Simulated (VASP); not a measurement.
BaZrO3:

```xyz
5
Lattice="4.1913 0.0000 0.0000 0.0000 4.1913 0.0000 0.0000 0.0000 4.1913" Properties=species:S:1:pos:R:3 pbc="T T T"
Ba    0.0000    0.0000    0.0000
Zr    2.0957    2.0957    2.0957
O     0.0000    2.0957    2.0957
O     2.0957    0.0000    2.0957
O     2.0957    2.0957    0.0000
```

```yaml
Program: VASP 6.6.1
Task: relaxation of cell and atoms
Functional: PBE
Potentials_or_basis: VASP PAW PBE potentials, release 64 (Ba_sv, Zr_sv, O)
Cutoff: 520 eV
k_mesh: 6 × 6 × 6
Occupations: gaussian, width 0.1 eV
Spin: no spin polarisation
```

At the start: pressure 5.1 GPa; volume 14.73 Å³/atom.

Question: Where does the relaxation end?

Answer: Over 3 steps the energy falls by 7.3 meV/atom and the volume is 15.20 Å³/atom (+3.2 %); space group Pm-3m (No. 221, to 0.05 Å).

The path:
```tsv
step	energy change (eV)	largest force (eV/Å)	pressure (GPa)	volume (Å³)
1	0.0000	0.0000	5.09	73.63
2	0.0066	0.0000	-4.93	78.73
3	-0.0366	0.0000	-0.02	76.02
```

Final structure:
```yaml
crystal:
  lattice:
    - [4.23615, 0.00000, 0.00000]
    - [0.00000, 4.23615, 0.00000]
    - [0.00000, 0.00000, 4.23615]
  atoms:
    - { symbol: Ba, position: [0.00000, 0.00000, 0.00000] }
    - { symbol: Zr, position: [0.50000, 0.50000, 0.50000] }
    - { symbol: O, position: [0.00000, 0.50000, 0.50000] }
    - { symbol: O, position: [0.50000, 0.00000, 0.50000] }
    - { symbol: O, position: [0.50000, 0.50000, 0.00000] }
```
